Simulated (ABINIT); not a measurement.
The system is MoS2, a slab with vacuum.

```
CELL_PARAMETERS angstrom
3.18413 0.00000 0.00000
-1.59206 2.75753 0.00000
0.00000 0.00000 17.33460
ATOMIC_POSITIONS crystal
Mo 0.00000 0.00000 0.00000
S 0.33333 0.66667 0.91051
S 0.33333 0.66667 0.08949
```

| Property | Result |
| --- | --- |
| Program | ABINIT 10.8.3 (patched build) |
| Task | single point |
| Functional | PBE |
| Potentials or basis | JTH PAW PBE v2.0 |
| Cutoff | 544 eV |
| k mesh | 10 × 10 × 2 |
| Occupations | fermi-dirac, width 0.05 eV |
| Spin | no spin polarisation |

On this cell: largest force 0.221 eV/Å; band gap on the k mesh 1.74 eV, indirect (least direct gap 1.93 eV).

The same run follows on a disturbed copy (atoms moved at random, drawn with an rms of 0.05 Å):

```
Mo S
1.0
     3.18413    0.00000    0.00000
    -1.59206    2.75753    0.00000
     0.00000    0.00000   17.33460
Mo S
1 2
Direct
  0.00290 0.98616 0.99953
  0.33139 0.66107 0.91056
  0.32174 0.65518 0.08953
```

Task: What does the disturbed cell give?

Result: The energy moves by +7.0 meV/atom; largest force 0.887 eV/Å; band gap on the k mesh 1.73 eV, indirect (least direct gap 1.91 eV).

Forces on the atoms (eV/Å):
```
Mo  -0.793  0.300  0.259
S    0.306 -0.219 -0.383
S    0.487 -0.081  0.124
```

A k mesh can miss the band edges.
